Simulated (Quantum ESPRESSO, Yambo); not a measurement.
**CdSe (F-43m): changed settings of a GW run in Yambo**

A base run on CdSe (F-43m), then changed inputs.

Program: Yambo 5.3.0. Level of theory: PBE and many-body steps on it, plane waves. Results are calculated unless marked as measured.

## Step 1: The structure

The structure is cubic, space group F-43m (No. 216). Conventional cell: a = 6.141 Å, b = 6.141 Å, c = 6.141 Å, α = 90.00°, β = 90.00°, γ = 90.00°. Cd has 4 Se at 2.66 Å nearest. Se has 4 Cd at 2.66 Å nearest. Farther neighbours and most contacts between anions are not listed.

Coordinates:

```
Cd Se
1.0
     0.00000    3.07027    3.07027
     3.07027    0.00000    3.07027
     3.07027    3.07027    0.00000
Cd Se
1 1
Direct
  0.00000 0.00000 0.00000
  0.75000 0.75000 0.75000
```

The cell and positions are those that the Materials Project relaxed with its own functionals (PBE, PBE+U or r2SCAN), kept fixed.

## Step 2: Base

This step: Yambo 5.3.0; G0W0 on PBE, plane waves, norm-conserving pseudopotentials.

Now the one-shot GW correction: screening in the RPA, then the self-energy of the levels asked for.

gw2.in reads:

```
HF_and_locXC
gw0
dyson
ppa
em1d
rim_cut
RandQpts= 1000000
RandGvec= 1 RL
EXXRLvcs= 104 Ry
VXCRLvcs= 416 Ry
Chimod= "HARTREE"
% BndsRnXp
 1 | 173 |
%
NGsBlkXp= 15.5 Ry
% LongDrXp
 1 | 1 | 1 |
%
% GbndRnge
 1 | 173 |
%
DysSolver= "n"
ExtendOut
PPAPntXp= 27.21138 eV
% QPkrange
 1 | 1 | 21 | 24 |
%
```

The run is started by

```sh
$ OMP_NUM_THREADS=1 mpirun -n 8 yambo -F gw2.in -J gw2 -C gw2 > gw2.log
```

Output:

```text
 Yambo, version 5.3.0

 [02] CORE Variables Setup
 =========================

  [... cell, symmetries and grids as in the set-up ...]

  [02.05] Energies & Occupations
  ==============================

  [X] === General ===
  [X] Electronic Temperature                        :  0.000000  0.000000 [eV K]
  [X] Bosonic    Temperature                        :  0.000000  0.000000 [eV K]
  [X] Finite Temperature mode                       : no
  [X] El. density                                   :  0.76014E+24 [cm-3]
  [X] Fermi Level                                   :  7.671117 [eV]

  [X] === Gaps and Widths ===
  [X] Conduction Band Min                           :  0.550945 [eV]
  [X] Valence Band Max                              :  0.000000 [eV]
  [X] Filled Bands                                  :  22
  [X] Empty Bands                                   :    23   393
  [X] Direct Gap                                    :  0.550945 [eV]
  [X] Direct Gap localized at k                     :  1
  [X] Indirect Gap                                  :  0.550945 [eV]
  [X] Indirect Gap between kpts                     :  1  1
  [X] Last valence band width                       :  2.085450 [eV]
  [X] 1st conduction band width                     :  4.360734 [eV]

 [03] Transferred momenta grid and indexing
 ==========================================

 IBZ Q-points                                      :   8
 BZ  Q-points                                      :   64

 K/Q-points units:
 rlu = crystal or reduced units; cc = cartesian coordinates; iku = interal k-units

 Q [1]          [rlu]:  0.000000  0.000000  0.000000
 Q [2]          [rlu]: -0.74024E-17  0.64753E-17  0.25000
 Q [3]          [rlu]:  0.14805E-16 -0.12951E-16 -0.50000
 Q [4]          [rlu]: -0.67816E-17  0.25000      0.25000
 Q [5]          [rlu]: -0.13780E-16  0.25000      0.50000
 Q [6]          [rlu]: -0.12951E-16  0.25000     -0.25000
 Q [7]          [rlu]:  0.13563E-16 -0.50000     -0.50000
 Q [8]          [rlu]:  0.250000 -0.500000 -0.250000

 [04] Coloumb potential Random Integration (RIM)
 ===============================================

  [04.01] RIM initialization
  ==========================

  * Diagonal components only detected *

  8 x (sBL volume)        :  0.079377 [a.u.]
  sBZ random points       :  1000000
  Points outside the sBZ  :   7999624
  RL volume               :  0.635013 [a.u.]
  Integrated volume       :  0.635043 [a.u.]

  [04.02] RIM integrals
  =====================

  Gamma point sphere radius             :  0.077956 [a.u.]
  Points outside the sphere             :   799635
  [Int_sBZ(q=0) 1/q^2]*(Vol_sBZ)^(-1/3) =:  7.763403
                                 should be <:  7.795600

  Summary of Coulomb integrals for non-metallic bands |Q|[au] RIM/Bare

  Q [1] 0.100000E-4 0.995870 * Q [2] 0.234463 1.065611
  Q [4] 0.270735 1.063960 * Q [6] 0.382877 1.025542
  Q [5] 0.448963 1.019403 * Q [3] 0.468927 1.016307
  Q [7] 0.541470 1.013019 * Q [8] 0.605382 1.010006

 [WARNING] [Xp] User bands 1-173 break level degeneracy

 [05] Dipoles
 ============

  [05.01] Setup: observables and procedures
  =========================================

 [06] Dynamic Dielectric Matrix (PPA)
 ====================================

 [SLK-Inversion]  Pools        :  2
 [SLK-Inversion]  BLACS grid   :  2  2

 [WR./gw2//ndb.pp]---------------------------------------------------------------
  Brillouin Zone Q/K grids (IBZ/BZ)                :    8   64    8   64
  RL vectors                                       :   8363 [WF]
  Coulomb cutoff potential                         : none
  Electronic Temperature                           :  0.000000 [K]
  Bosonic    Temperature                           :  0.000000 [K]
  PPA    diel. fun.  energies                      : Perdew, Burke & Ernzerhof(X)+Perdew, Burke & Ernzerhof(C)
  wavefunctions                                    : Perdew, Burke & Ernzerhof(X)+Perdew, Burke & Ernzerhof(C)
  Global Gauge                                     : length
  X matrix size                                    :   459
  X band range                                     :    1  173
  X e/h energy range                               : -1.000000 -1.000000 [eV]
  X Time ordering                                  : R
  X Hxc Kernel                                     : HARTREE
  X Drude frequency                                :  0.000000  0.000000
  X poles                                          :  100.0000 [o/o]
  RL vectors in the sum                            :   8363
  [r,Vnl] included                                 : yes
  Field direction                                  :  0.577350E-5  0.577350E-5  0.577350E-5
  BZ energy Double Grid                            : no
  BZ energy DbGd points                            : 0
  BZ Q point size factor                           : -1.000000
  X Optical Averaged directions                    : none

 [07] Local Exchange-Correlation + Non-Local Fock
 ================================================

 [VXC] Plane waves :   55849
 [EXS] Plane waves :   6975

 QP @ state[ 1 ] K range:  1  1
 QP @ state[ 1 ] b range:  21  24

 [xc] Functional : Perdew, Burke & Ernzerhof(X)+Perdew, Burke & Ernzerhof(C)
 [xc] LIBXC used to calculate xc functional
  PP Number of Atomic Species                      :  2
  NLCC RL compoments                               :   55849
  PP Number of Atomic Species                      :  2
  NLCC RL compoments                               :   55849

 [xc] E_xc :  -40.56591 [Ha]
      E_xc :  -81.13181 [Ry]

  Local XC kind (lXC) : Perdew, Burke & Ernzerhof(X)+Perdew, Burke & Ernzerhof(C)
  Non-Local XC kind (nlXC) : Hartree-Fock

  Corrections @ K [1] :  [eV]
 <21|nlXC|21> = -18.27012 -0.27587E-16 <21|lXC|21> = -15.80774  0.18882E-15
 <22|nlXC|22> = -18.27012 -0.12488E-16 <22|lXC|22> = -15.80774  0.37763E-15
 <23|nlXC|23> = -8.092410 -0.33258E-17 <23|lXC|23> = -11.61124 -0.18881E-15
 <24|nlXC|24> = -5.754738  0.18107E-17 <24|lXC|24> = -10.30179  0.94424E-16

 [08] Dyson equation: Newton solver
 ==================================

  [08.01] G0W0 (W PPA)
  ====================

  [  GW  ] Bands range     :    1  173
  [GW/PPA] G damping       :  0.100000 [eV]

  QP @ state[ 1 ] K range:  1  1
  QP @ state[ 1 ] b range:  21  24

   Sc/G bands                                       :    1  173
   Sc/G damping                                     :  0.100000 ev
   Sc bands terminator                              : no
   Sx RL components                                 :   6975

   QP @ state[ 1 ] K range                          :  1  1
   QP @ state[ 1 ] b range                          :  21  24
   GF energies kind                                 : Perdew, Burke & Ernzerhof(X)+Perdew, Burke & Ernzerhof(C)
   GF WF`s kind                                     : Perdew, Burke & Ernzerhof(X)+Perdew, Burke & Ernzerhof(C)
   Xs energies kind                                 : Perdew, Burke & Ernzerhof(X)+Perdew, Burke & Ernzerhof(C)
   Xs WF`s kind                                     : Perdew, Burke & Ernzerhof(X)+Perdew, Burke & Ernzerhof(C)

 [11] Game Over & Game summary
```

Elapsed: 4.5 min, on 8 MPI ranks of Arm Neoverse V1, shared host; peak memory 4.7 GiB; 36 min of CPU time.

Numbers from this step:

| Property | Result |
| --- | --- |
| G0W0 gap on the points computed | 1.191 eV |
| starting gap on the mesh | 0.5509 eV |
| k of the valence top | 0, 0, 0 |
| k of the conduction bottom | 0, 0, 0 |
| least direct G0W0 gap on the computed points | 1.191 eV |
| Z at the valence top | 0.7899 |
| Z at the conduction bottom | 0.8117 |

The gap on the mesh goes from 0.55 eV to 1.19 eV, a correction of +0.64 eV.

## Step 3: Core charge in Vxc

gw6.in, as its differences from gw2.in of step 2:

```diff
@@ -27 +27,2 @@
 %
+UseNLCC
```

The run is started by

```sh
$ OMP_NUM_THREADS=1 mpirun -n 8 yambo -F gw6.in -J gw6,gw2_W -C gw6 > gw6.log
```

Output:

```text
 Yambo, version 5.3.0

 [02] CORE Variables Setup
 =========================

  [... cell, symmetries and grids as in the set-up ...]

  [02.05] Energies & Occupations
  ==============================

  [X] === General ===
  [X] Electronic Temperature                        :  0.000000  0.000000 [eV K]
  [X] Bosonic    Temperature                        :  0.000000  0.000000 [eV K]
  [X] Finite Temperature mode                       : no
  [X] El. density                                   :  0.76014E+24 [cm-3]
  [X] Fermi Level                                   :  7.671117 [eV]

  [X] === Gaps and Widths ===
  [X] Conduction Band Min                           :  0.550945 [eV]
  [X] Valence Band Max                              :  0.000000 [eV]
  [X] Filled Bands                                  :  22
  [X] Empty Bands                                   :    23   393
  [X] Direct Gap                                    :  0.550945 [eV]
  [X] Direct Gap localized at k                     :  1
  [X] Indirect Gap                                  :  0.550945 [eV]
  [X] Indirect Gap between kpts                     :  1  1
  [X] Last valence band width                       :  2.085450 [eV]
  [X] 1st conduction band width                     :  4.360734 [eV]

 [03] Transferred momenta grid and indexing
 ==========================================

 IBZ Q-points                                      :   8
 BZ  Q-points                                      :   64

 K/Q-points units:
 rlu = crystal or reduced units; cc = cartesian coordinates; iku = interal k-units

 Q [1]          [rlu]:  0.000000  0.000000  0.000000
 Q [2]          [rlu]: -0.74024E-17  0.64753E-17  0.25000
 Q [3]          [rlu]:  0.14805E-16 -0.12951E-16 -0.50000
[...]
Q [7]          [rlu]:  0.13563E-16 -0.50000     -0.50000
 Q [8]          [rlu]:  0.250000 -0.500000 -0.250000

 [04] Coloumb potential Random Integration (RIM)
 ===============================================

 Summary of Coulomb integrals for non-metallic bands |Q|[au] RIM/Bare

 Q [1] 0.100000E-4 0.995870 * Q [2] 0.234463 1.065611
 Q [4] 0.270735 1.063960 * Q [6] 0.382877 1.025542
 Q [5] 0.448963 1.019403 * Q [3] 0.468927 1.016307
 Q [7] 0.541470 1.013019 * Q [8] 0.605382 1.010006

 [WARNING] [Xp] User bands 1-173 break level degeneracy

 [05] Dipoles
 ============

  [05.01] Setup: observables and procedures
  =========================================

 [06] Dynamic Dielectric Matrix (PPA)
 ====================================

   Sc/G bands                                       :    1  173
   Sc/G damping                                     :  0.100000 ev
   Sc bands terminator                              : no
   Sx RL components                                 :   6975

   QP @ state[ 1 ] K range                          :  1  1
   QP @ state[ 1 ] b range                          :  21  24
   GF energies kind                                 : Perdew, Burke & Ernzerhof(X)+Perdew, Burke & Ernzerhof(C)
   GF WF`s kind                                     : Perdew, Burke & Ernzerhof(X)+Perdew, Burke & Ernzerhof(C)
   Xs energies kind                                 : Perdew, Burke & Ernzerhof(X)+Perdew, Burke & Ernzerhof(C)
   Xs WF`s kind                                     : Perdew, Burke & Ernzerhof(X)+Perdew, Burke & Ernzerhof(C)

 [11] Game Over & Game summary
```

Wall time 54 s (8 MPI ranks); peak memory 4.6 GiB; 7.2 min of CPU time.

This step gave:

```
G0W0 gap on the points computed              : 1.262 eV
starting gap on the mesh                     : 0.5509 eV
k of the valence top                         : 0, 0, 0
k of the conduction bottom                   : 0, 0, 0
least direct G0W0 gap on the computed points : 1.262 eV
Z at the valence top                         : 0.7899
Z at the conduction bottom                   : 0.8117
```

Against G0W0 in Yambo (4×4×4 mesh, 173 bands, screening to 210.9 eV, Godby-Needs plasmon pole), the gap moves by +0.070 eV.

(Continued in part 2 of 2.)

[Paths, hosts, dates, memory and timing lines, banners, echoed tables and standing remarks are left out of the program output.]

[Logs are printed without paths, hosts, clocks, repeated set-up lines and the standing remarks that a program may print on its own settings, such as how far it seeks lower states.]

[Runs of the session that timed out or met a known fault of the program may be left out.]

[Hosts, paths, dates, database ids (printed as entryN), source tags and the programs' standing remarks are cut or masked in the printed files.]
